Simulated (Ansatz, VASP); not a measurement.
Pt: VASP beside Ansatz

File INCAR:

```
SYSTEM = Pt
PREC = Accurate
ENCUT = 520
EDIFF = 1E-7
ISMEAR = -1
SIGMA = 0.05
LREAL = .False.
LASPH = .True.
NELM = 80
ALGO = Normal
ISIF = 2
LWAVE = .False.
LCHARG = .False.
GGA = PE
NBANDS = 11
```

File KPOINTS:

```
Automatic mesh
0
Gamma
  16 16 16
  0 0 0
```

File POSCAR:

```
Pt
1.0
    0.0000000000      1.9164772557      1.9164772557
    1.9164772557      0.0000000000      1.9164772557
    1.9164772557      1.9164772557      0.0000000000
Pt
1
Direct
    0.0000000000      0.0000000000      0.0000000000
```

Input for Ansatz:

```yaml
crystal:
  lattice:
    - [0.0, 1.9164772557, 1.9164772557]
    - [1.9164772557, 0.0, 1.9164772557]
    - [1.9164772557, 1.9164772557, 0.0]
  atoms:
    - { symbol: Pt, position: [0.0, 0.0, 0.0] }
kpoints:
  mp_grid: { grid: [16, 16, 16] }
scf:
  occupations: { method: fermi_dirac, width: 0.05 }
hamiltonian:
  xc: pbe
  pseudopotentials: { kind: all_electron, lapw: { basis_error: 0.001 } }
output:
  forces: true
  stress: true
  eigenvalues: true
  populations: true
```

Change from the starting cell: volume scaled by 0.9, LAPW.

Alike in both runs: task single point; functional PBE; k mesh 16 × 16 × 16; occupations fermi-dirac, width 0.05 eV; no spin polarisation.

```csv
,VASP,Ansatz
version,VASP 6.6.1,Ansatz 0.2.0
potentials or method,"VASP PAW PBE potentials, release 64 (Pt)","all-electron LAPW, scalar-relativistic"
plane-wave cutoff (eV),520,see its input
```

|  | VASP | Ansatz | Ansatz less VASP |
| --- | --- | --- | --- |
| pressure (GPa) | 34.2 | 34.7 | +0.54 |

Ansatz ran all-electron here, so the differences hold the error of VASP's frozen core and of both bases.

Caveats: so large a pressure means that the cell lies far from this level's equilibrium, or that cutoff or potentials fall short (VASP). The runs have no spin-orbit coupling, so splittings on Pt are missing.
